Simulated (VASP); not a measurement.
# CaS (Fm-3m) in VASP: band structure with PBE

Aim: the band structure of CaS with PBE.

All numbers are computed with VASP 6.6.1; they aren't measurements. Logs are shortened: lines on timing, memory, paths and dates and some standing lists are left out, and cuts for length are marked.

**1. The crystal as given**

Symmetry: Fm-3m, No. 225, cubic system. The conventional cell has a = 5.650 Å, b = 5.650 Å, c = 5.650 Å, α = 90.00°, β = 90.00°, γ = 90.00°. Ca (site symmetry m-3m) is surrounded by 6 S at 2.83 Å. S (site symmetry m-3m) has 6 Ca at 2.83 Å as nearest neighbours.

The cell was built by a generator and needn't be a form met in nature.

**2. Band structure, PBE**

File INCAR:

```
PREC = Accurate
ENCUT = 520
EDIFF = 1E-6
ISMEAR = 0
SIGMA = 0.02
LREAL = F
LASPH = T
NELM = 80
ALGO = Normal
ISIF = 2
LWAVE = F
LCHARG = F
GGA = PE
```

File KPOINTS:

```
Automatic mesh
0
Gamma
  8 8 8
```

File POSCAR:

```
CaS
1.0
    0.0000000000      2.8250000000      2.8250000000
    2.8250000000      0.0000000000      2.8250000000
    2.8250000000      2.8250000000      0.0000000000
Ca S
1 1
Direct
    0.0000000000      0.0000000000      0.0000000000
    0.5000000000      0.5000000000      0.5000000000
```

File KPOINTS_OPT:

```
path GXWKGLUWLK,UX
15
line-mode
reciprocal
 0.0000000000  0.0000000000  0.0000000000  G
 0.5000000000  0.0000000000  0.5000000000  X

 0.5000000000  0.0000000000  0.5000000000  X
 0.5000000000  0.2500000000  0.7500000000  W

 0.5000000000  0.2500000000  0.7500000000  W
 0.3750000000  0.3750000000  0.7500000000  K

 0.3750000000  0.3750000000  0.7500000000  K
 0.0000000000  0.0000000000  0.0000000000  G

 0.0000000000  0.0000000000  0.0000000000  G
 0.5000000000  0.5000000000  0.5000000000  L

 0.5000000000  0.5000000000  0.5000000000  L
 0.6250000000  0.2500000000  0.6250000000  U

 0.6250000000  0.2500000000  0.6250000000  U
 0.5000000000  0.2500000000  0.7500000000  W

 0.5000000000  0.2500000000  0.7500000000  W
 0.5000000000  0.5000000000  0.5000000000  L

 0.5000000000  0.5000000000  0.5000000000  L
 0.3750000000  0.3750000000  0.7500000000  K

 0.6250000000  0.2500000000  0.6250000000  U
 0.5000000000  0.0000000000  0.5000000000  X
```

Potentials or basis: VASP PAW PBE potentials, release 64 (Ca_sv, S).

The run is started by

```bash
$ cat potpaw_PBE.64/Ca_sv/POTCAR potpaw_PBE.64/S/POTCAR > POTCAR
$ mpirun -np 1 vasp_std > vasp.out
```

OUTCAR:

```text
PREC = Accurate
   ENCUT = 520
   EDIFF = 1E-6
   ISMEAR = 0
   LREAL = F
   LASPH = T
   NELM = 80
   ISIF = 2
   GGA = PE

 ion  position               nearest neighbor table
   1  0.000  0.000  0.000-   2 2.83   2 2.83   2 2.83   2 2.83   2 2.83   2 2.83
   2  0.500  0.500  0.500-   1 2.83   1 2.83   1 2.83   1 2.83   1 2.83   1 2.83

  LATTYP: Found a face centered cubic cell.
 ALAT       =     5.6500000000

  Lattice vectors:

 A1 = (   0.0000000000,   2.8250000000,   2.8250000000)
 A2 = (   2.8250000000,   0.0000000000,   2.8250000000)
 A3 = (   2.8250000000,   2.8250000000,   0.0000000000)

Analysis of symmetry for initial positions (statically):
=====================================================================
 Subroutine PRICEL returns:
 Original cell was already a primitive cell.

 Routine SETGRP: Setting up the symmetry group for a
 face centered cubic supercell.

 Subroutine GETGRP returns: Found 48 space group operations
 (whereof 48 operations were pure point group operations)
 out of a pool of 48 trial point group operations.

The static configuration has the point symmetry O_h .

Analysis of symmetry for dynamics (positions and initial velocities):
=====================================================================
 Subroutine PRICEL returns:
 Original cell was already a primitive cell.

 Routine SETGRP: Setting up the symmetry group for a
 face centered cubic supercell.

 Subroutine GETGRP returns: Found 48 space group operations
 (whereof 48 operations were pure point group operations)
 out of a pool of 48 trial point group operations.

The dynamic configuration has the point symmetry O_h .

 Subroutine INISYM returns: Found 48 space group operations
 (whereof 48 operations are pure point group operations),
 and found     1 'primitive' translations

----------------------------------------------------------------------------------------

                                     Primitive cell

  volume of cell :      45.0905

  direct lattice vectors                    reciprocal lattice vectors
     0.000000000  2.825000000  2.825000000    -0.176991150  0.176991150  0.176991150
     2.825000000  0.000000000  2.825000000     0.176991150 -0.176991150  0.176991150
     2.825000000  2.825000000  0.000000000     0.176991150  0.176991150 -0.176991150

  length of vectors
     3.995153314  3.995153314  3.995153314     0.306557665  0.306557665  0.306557665

  position of ions in fractional coordinates (direct lattice)
     0.000000000  0.000000000  0.000000000
     0.500000000  0.500000000  0.500000000

  ion indices of the primitive-cell ions
   primitive index   ion index
                 1           1
                 2           2

----------------------------------------------------------------------------------------

 KPOINTS: Automatic mesh

Automatic generation of k-mesh.
 Grid dimensions read from file:
 generate k-points for:    8    8    8

 Generating k-lattice:

  Cartesian coordinates                     Fractional coordinates (reciprocal lattice)
    -0.022123894  0.022123894  0.022123894     0.125000000  0.000000000  0.000000000
     0.022123894 -0.022123894  0.022123894     0.000000000  0.125000000  0.000000000
     0.022123894  0.022123894 -0.022123894     0.000000000  0.000000000  0.125000000

  Length of vectors
     0.038319708  0.038319708  0.038319708

  Shift w.r.t. Gamma in fractional coordinates (k-lattice)
     0.000000000  0.000000000  0.000000000

 Subroutine IBZKPT returns following result:
 ===========================================

 Found     29 irreducible k-points:

 Following reciprocal coordinates:
            Coordinates               Weight
  0.000000  0.000000  0.000000      1.000000
  0.125000  0.000000  0.000000      8.000000
  0.250000  0.000000  0.000000      8.000000
  0.375000  0.000000  0.000000      8.000000
  0.500000  0.000000  0.000000      4.000000
  0.125000  0.125000  0.000000      6.000000
[... 16 lines left out ...]
  0.500000  0.250000  0.125000     48.000000
 -0.375000  0.250000  0.125000     24.000000
 [... further k-points ...]
   k-points           NKPTS =     29   k-points in BZ     NKDIM =     29   number of bands    NBANDS=     12
   number of dos      NEDOS =    301   number of ions     NIONS =      2
   total plane-waves  NPLWV =  27000
   dimension x,y,z NGX =    30 NGY =   30 NGZ =   30
   dimension x,y,z NGXF=    60 NGYF=   60 NGZF=   60
   ions per type =               1   1
   NGX,Y,Z   is equivalent  to a cutoff of  12.48, 12.48, 12.48 a.u.
   NGXF,Y,Z  is equivalent  to a cutoff of  24.97, 24.97, 24.97 a.u.
 SYSTEM =  unknown system
   PREC   = accura    normal or accurate (medium, high low for compatibility)
   ISTART =      0    job   : 0-new  1-cont  2-samecut
   ICHARG =      2    charge: 1-file 2-atom 10-const
   ISPIN  =      1    spin polarized calculation?
   LNONCOLLINEAR =      F non collinear calculations
   LSORBIT =      F    spin-orbit coupling
   LASPH  =      T    aspherical Exc in radial PAW
   ENCUT  =  520.0 eV  38.22 Ry    6.18 a.u.   7.43  7.43  7.43*2*pi/ulx,y,z
   NELM   =     80;   NELMIN=  2; NELMDL= -5     # of ELM steps
   EDIFF  = 0.1E-05   stopping-criterion for ELM
   LREAL  =      F    real-space projection
   EDIFFG = 0.1E-04   stopping-criterion for IOM
   NSW    =      0    number of steps for IOM
   IBRION =     -1    ionic relax: 0-MD 1-quasi-New 2-CG
   NFREE  =      0    steps in history (QN), initial steepest desc. (CG)
   ISIF   =      2    stress and relaxation
   ISYM   =      2    0-nonsym 1-usesym 2-fastsym
   POTIM  = 0.5000    time-step for ionic-motion
   TEBEG  =    0.0;   TEEND  =   0.0 temperature during run
   PSTRESS=    0.0 pullay stress
   NELECT =      16.0000    total number of electrons
   NUPDOWN=      -1.0000    fix difference up-down
   EMIN   =  10.00;   EMAX   =-10.00  energy-range for DOS
   EFERMI =   0.00;   METHOD = LEGACY
   ISMEAR =     0;   SIGMA  =   0.02  broadening in eV -4-tet -1-fermi 0-gaus
   EFERMI_NEDOS =   21; number of points for ismear=-14 and -15
   IALGO  =     38    algorithm
   IMIX   =      4    mixing-type and parameters
     AMIX     =   0.40;   BMIX     =  1.00
     AMIX_MAG =   1.60;   BMIX_MAG =  1.00
  volume/ion in A,a.u.               =      22.55       152.14
  Fermi-wavevector in a.u.,A,eV,Ry     =   1.159008  2.190207 18.276695  1.343299
  Thomas-Fermi vector in A             =   2.295605
   LORBIT       =      0    0 simple, 1 ext, 2 COOP (PROOUT), +10 PAW based schemes
   GGA     = PE    functional components
   LHFCALC =     F    Hartree Fock is set to
   AEXX    =    0.0000 exact exchange contribution
   IVDW    =     0    specifies the selected vdW correction
   LEPSILON=     F    determine dielectric tensor
   LRPA    =     F    only Hartree local field effects (RPA)
 non-spin polarized calculation
 Gauss-broadening in eV      SIGMA  =   0.02
  energy-cutoff  :      520.00
  volume of cell :       45.09
 maximum number of plane-waves:      1243
 NGX is ok and might be reduce to    30
   NGX = 15   NGY = 15   NGZ = 15

 number of electron      16.0000001 magnetization

 Free energy of the ion-electron system (eV)
  ---------------------------------------------------
  ext. energy  EPLUGINS =         0.00000000
  ---------------------------------------------------
  free energy    TOTEN  =       -10.35409177 eV

  energy without entropy =      -10.35409177  energy(sigma->0) =      -10.35409177

 E-fermi :   3.0265     XC(G=0):  -9.4183

 val. band max:        2.8992993915   @ k =   0.0000   0.0000   0.0000
 cond. band min:       5.2009106401   @ k =   0.5000   0.5000   0.0000
 fundamental gap:      2.3016112486
 Fermi energy:         3.0264658313

 k-point     1 :       0.0000    0.0000    0.0000
  band No.  band energies     occupation
      1     -36.2163      2.00000
      2     -17.1994      2.00000
      3     -17.1994      2.00000
      4     -17.1994      2.00000
      5      -8.5062      2.00000
      6       2.8993      2.00000
      7       2.8993      2.00000
      8       2.8993      2.00000
      9       7.0592      0.00000
     10       7.0592      0.00000
     11       7.0592      0.00000
     12       7.1978      0.00000

 k-point     2 :       0.1250    0.0000    0.0000
  band No.  band energies     occupation
      1     -36.2144      2.00000
      2     -17.2276      2.00000
      3     -17.2015      2.00000
      4     -17.2015      2.00000
      5      -8.3918      2.00000
      6       2.2249      2.00000
      7       2.6627      2.00000
      8       2.6627      2.00000
      9       7.0738      0.00000
     10       7.2953      0.00000
     11       7.2953      0.00000
     12       7.9612      0.00000

 k-point     3 :       0.2500    0.0000    0.0000
  band No.  band energies     occupation
      1     -36.2098      2.00000
      2     -17.2943      2.00000
      3     -17.2066      2.00000
      4     -17.2066      2.00000
      5      -8.1013      2.00000
      6       1.0314      2.00000
      7       2.1999      2.00000
      8       2.1999      2.00000
      9       7.2061      0.00000
     10       7.8938      0.00000
     11       7.8938      0.00000
     12       9.1554      0.00000

 k-point     4 :       0.3750    0.0000    0.0000
  band No.  band energies     occupation
      1     -36.2052      2.00000
      2     -17.3591      2.00000
      3     -17.2117      2.00000
      4     -17.2117      2.00000
      5      -7.7845      2.00000
      6       0.0827      2.00000
      7       1.8290      2.00000
      8       1.8290      2.00000
      9       7.6522      0.00000
     10       8.6929      0.00000
     11       8.6929      0.00000
     12       9.6028      0.00000

 k-point     5 :       0.5000    0.0000    0.0000
  band No.  band energies     occupation
      1     -36.2033      2.00000
      2     -17.3855      2.00000
      3     -17.2137      2.00000
      4     -17.2137      2.00000
      5      -7.6432      2.00000
      6      -0.2770      2.00000
      7       1.6931      2.00000
      8       1.6931      2.00000
      9       8.1670      0.00000
     10       9.0437      0.00000
     11       9.1730      0.00000
     12       9.1730      0.00000
[... 228 lines left out ...]
      1     -36.1993      2.00000
      2     -17.3349      2.00000
      3     -17.2531      2.00000
      4     -17.2531      2.00000
      5      -7.8558      2.00000
      6       0.5755      2.00000
      7       2.0766      2.00000
      8       2.0766      2.00000
      9       5.2009      0.00000
     10       8.5485      0.00000
     11       9.0390      0.00000
     12       9.7938      0.00000

 k-point    22 :       0.3750    0.2500    0.1250
  band No.  band energies     occupation
      1     -36.2064      2.00000
      2     -17.3047      2.00000
      3     -17.2361      2.00000
      4     -17.2149      2.00000
      5      -7.9642      2.00000
      6       0.6960      2.00000
      7       2.0151      2.00000
      8       2.0279      2.00000
      9       6.6942      0.00000
     10       8.2682      0.00000
     11       8.6744      0.00000
     12       8.8494      0.00000

 k-point    23 :       0.5000    0.2500    0.1250
  band No.  band energies     occupation
      1     -36.2028      2.00000
      2     -17.3370      2.00000
      3     -17.2507      2.00000
      4     -17.2230      2.00000
      5      -7.7692      2.00000
      6       0.3352      2.00000
      7       1.5511      2.00000
      8       1.7815      2.00000
      9       7.2220      0.00000
     10       8.8342      0.00000
     11       9.1234      0.00000
     12       9.2562      0.00000

 k-point    24 :      -0.3750    0.2500    0.1250
  band No.  band energies     occupation
      1     -36.2013      2.00000
      2     -17.3508      2.00000
      3     -17.2541      2.00000
      4     -17.2282      2.00000
      5      -7.6857      2.00000
      6       0.2007      2.00000
      7       1.3571      2.00000
      8       1.6892      2.00000
      9       7.9164      0.00000
     10       8.2454      0.00000
     11       9.4239      0.00000
     12       9.7657      0.00000

 [... further k-points ...]

------------------------ aborting loop because EDIFF is reached ----------------------------------------

  FORCE on cell =-STRESS in cart. coord.  units (eV):
  Direction    XX          YY          ZZ          XY          YZ          ZX
  --------------------------------------------------------------------------------------
  -------------------------------------------------------------------------------------
  Total        0.6080846      0.6080846      0.6080846      0.0000000     -0.0000000      0.0000000
  in kB       21.6067404     21.6067404     21.6067404      0.0000000     -0.0000000      0.0000000
  external PRESSURE =      21.6067404 kB  Pullay stress =       0.0000000 kB

 VOLUME and BASIS-vectors are now :
 -----------------------------------------------------------------------------
  energy-cutoff  :      520.00
  volume of cell :       45.09
      direct lattice vectors                 reciprocal lattice vectors
     0.000000000  2.825000000  2.825000000    -0.176991150  0.176991150  0.176991150
     2.825000000  0.000000000  2.825000000     0.176991150 -0.176991150  0.176991150
     2.825000000  2.825000000  0.000000000     0.176991150  0.176991150 -0.176991150

 POSITION                                       TOTAL-FORCE (eV/Angst)
 -----------------------------------------------------------------------------------
      0.00000      0.00000      0.00000         0.000000     -0.000000      0.000000
      2.82500      2.82500      2.82500        -0.000000      0.000000     -0.000000
 -----------------------------------------------------------------------------------
    total drift:                               -0.000000      0.000000      0.000000

  FREE ENERGIE OF THE ION-ELECTRON SYSTEM (eV)
  ---------------------------------------------------
  free  energy   TOTEN  =       -10.3540917678 eV

  energy  without entropy=      -10.3540917678  energy(sigma->0) =      -10.35409177
```

Wall time 57 s (1 thread of Intel Xeon Platinum 8488C (Sapphire Rapids), shared host); peak memory 0.18 GiB.

Results:

```yaml
Free_energy: -10.3541 eV
Pressure: 2.2 GPa
Band_gap_on_the_k_mesh: 2.30 eV, indirect (least direct gap 3.12 eV)
Band_gap_along_the_path: 2.30 eV, indirect (least direct gap 3.12 eV)
```

Levels at the corners of the path, in eV from the valence-band top:
| point | band 6 | band 7 | band 8 | band 9 | band 10 | band 11 |
| --- | --- | --- | --- | --- | --- | --- |
| Γ | 0.00 | 0.00 | 0.00 | 4.16 | 4.16 | 4.16 |
| X | -2.32 | -0.82 | -0.82 | 2.30 | 5.65 | 6.14 |
| X | -2.32 | -0.82 | -0.82 | 2.30 | 5.65 | 6.14 |
| W | -1.82 | -1.82 | -1.60 | 4.85 | 4.85 | 6.07 |
| W | -1.82 | -1.82 | -1.60 | 4.85 | 4.85 | 6.07 |
| K | -2.08 | -1.92 | -1.05 | 3.67 | 6.39 | 6.51 |
| K | -2.08 | -1.92 | -1.05 | 3.67 | 6.39 | 6.51 |
| Γ | 0.00 | 0.00 | 0.00 | 4.16 | 4.16 | 4.16 |
| Γ | 0.00 | 0.00 | 0.00 | 4.16 | 4.16 | 4.16 |
| L | -3.18 | -1.21 | -1.21 | 5.27 | 6.14 | 6.27 |
| L | -3.18 | -1.21 | -1.21 | 5.27 | 6.14 | 6.27 |
| U | -2.08 | -1.92 | -1.05 | 3.67 | 6.39 | 6.51 |
| U | -2.08 | -1.92 | -1.05 | 3.67 | 6.39 | 6.51 |
| W | -1.82 | -1.82 | -1.60 | 4.85 | 4.85 | 6.07 |
| W | -1.82 | -1.82 | -1.60 | 4.85 | 4.85 | 6.07 |
| L | -3.18 | -1.21 | -1.21 | 5.27 | 6.14 | 6.27 |
| L | -3.18 | -1.21 | -1.21 | 5.27 | 6.14 | 6.27 |
| K | -2.08 | -1.92 | -1.05 | 3.67 | 6.39 | 6.51 |
| U | -2.08 | -1.92 | -1.05 | 3.67 | 6.40 | 6.51 |
| X | -2.32 | -0.82 | -0.82 | 2.30 | 5.65 | 6.14 |

PBE gaps usually lie below the measured ones, often by a third to a half.
